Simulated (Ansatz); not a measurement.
**LiH (zincblende) under strain**

LiH (zincblende), relaxed with r2SCAN in Ansatz 0.2.0. It is cubic, F-43m (No. 216); conventional cell a = 4.290 Å, 9.87 Å³ an atom. Around Li lie 4 H at 1.86 Å; around H lie 4 Li at 1.86 Å.

The axes x, y and z are those of this cell:
```
Li H
1.0
     0.00000    2.14512    2.14512
     2.14512    0.00000    2.14512
     2.14512    2.14512    0.00000
Li H
1 1
Direct
  0.00000 0.00000 0.00000
  0.25000 0.25000 0.25000
```

Unstrained: PBE gives an indirect gap of 4.196 eV, from W to L; the least direct gap is 5.260 eV at k = (-0.150, -0.075, 0.425). The r2SCAN gap is indirect, 4.719 eV (W to L), below the direct gap of 5.797 eV at L. The HSE06 gap is indirect, 5.245 eV (W to L), below the direct gap of 6.410 eV at k = (-0.150, -0.075, 0.425). Meshes: PBE 10×10×10, r2SCAN 10×10×10, HSE06 8×8×8. Strains are changes of length per length, and xy shears are angles. After each strain the atoms were relaxed again with r2SCAN within the symmetry that the strain leaves, so tilts or polar shifts that break it weren't tested; points keep the names that they have in the unstrained zone. Simulation only: spin-unpolarised, and no claim that this is the phase found in nature.

Changes of the least gap in eV (an overlap counts as a negative gap):

| strain | volume change (%) | space group | PBE | r2SCAN | HSE06 | energy rise, r2SCAN (meV/atom) |
| --- | --- | --- | --- | --- | --- | --- |
| xy shear, engineering strain (angle) -0.87 % | 0.0 | Imm2 | – | – | -0.018 | – |
| biaxial -0.65 % in x and y, z held | -1.3 | I-4m2 | – | – | +0.009 | – |
| uniaxial +5.38 % along x | +5.4 | I-4m2 | – | – | -0.193 | – |

Xy shear, engineering strain (angle) -0.87 %. HSE06: the gap goes from 5.245 to 5.227 eV (-0.018 eV).

Biaxial -0.65 % in x and y, z held. HSE06: the gap goes from 5.245 to 5.254 eV (+0.009 eV).

Uniaxial +5.38 % along x, other directions held. HSE06: the gap goes from 5.245 to 5.052 eV (-0.193 eV).

Coordinates of k points refer to the reciprocal vectors of the primitive cell of the runs.

The meshes of the hybrids are coarse, so their gaps aren't converged to the digits shown.
